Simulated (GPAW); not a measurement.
The system is PtS2.

```xyz
3
Lattice="3.5432 0.0000 0.0000 -1.7716 3.0685 0.0000 0.0000 0.0000 5.0388" Properties=species:S:1:pos:R:3 pbc="T T T"
Pt    0.0000    0.0000    0.0000
S     1.7716    1.0228    3.8950
S     0.0000    2.0457    1.1438
```

Base run:

| Quantity | Value |
| --- | --- |
| Program | GPAW 26.7.0 |
| Functional | PBE |
| Potentials or basis | GPAW PAW data sets (gpaw-data 1.2.1) |
| Cutoff | 600 eV |
| Basis | pw |
| k mesh | 9 × 9 × 5 |
| Occupations | fermi-dirac, width 0.05 eV |
| Spin | no spin polarisation |

Its results: band gap on the k mesh 0.99 eV, indirect (least direct gap 1.04 eV); pressure 11.7 GPa; largest force 1.292 eV/Å.

Problem. The run is repeated on the same cell with these changes: functional from PBE to PBEsol; potentials or basis from GPAW PAW data sets (gpaw-data 1.2.1) to PAW data sets generated in the run's folder for this functional. What comes out?

Solution. Band gap on the k mesh 0.93 eV, indirect (least direct gap 0.97 eV); pressure 6.4 GPa; largest force 0.969 eV/Å.

Caveats: spin-orbit coupling is left out, which moves the levels of the heavy elements; an odd mesh through Γ misses points on the zone boundary, where band edges often lie (some runs); forces of over 1 eV/Å show positions far from the minimum, so gaps and moduli don't describe the material at rest (some runs).

Not every run made on this cell is shown here.
